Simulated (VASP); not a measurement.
Hf, 2 atoms in the cell. Symmetry: P6_3/mmc, No. 194, hexagonal system. Conventional cell: a = 3.197 Å, b = 3.197 Å, c = 5.058 Å, α = 90.00°, β = 90.00°, γ = 120.00°. Hf (site symmetry -6m2) has 12 Hf at 3.13 to 3.20 Å as nearest neighbours. 

| Quantity | Value |
| --- | --- |
| Program | VASP 6.6.1 |
| Task | optical spectrum |
| Functional | PBE |
| Dispersion | D3(BJ) |
| Potentials or basis | VASP PAW PBE potentials, release 64 (Hf_pv) |
| Cutoff | 520 eV |
| k mesh | 10 × 10 × 5 |
| Occupations | methfessel-paxton, width 0.1 eV |
| Spin | no spin polarisation |
| Further INCAR settings | ALGO = Normal; EDIFF = 1e-07; NBANDS = 34 |

Potentials or basis: VASP PAW PBE potentials, release 64 (Hf_pv).

The run is started by

```console
$ ase convert -i cif -o vasp Hf.cif POSCAR
$ cat potpaw_PBE.64/Hf_pv/POTCAR > POTCAR
$ mpirun -np 1 vasp_std > vasp.out
```

Hardware: 1 thread of AMD EPYC 7R43 64-Core Processor (Zen 3) (shared host).

Task: Estimate the wall time of this run.

Result: Run time: 83 s on 1 thread of AMD EPYC 7R43 64-Core Processor (Zen 3), on a shared host, peak memory 0.19 GiB. Counts: scf iterations 14, k points 42.
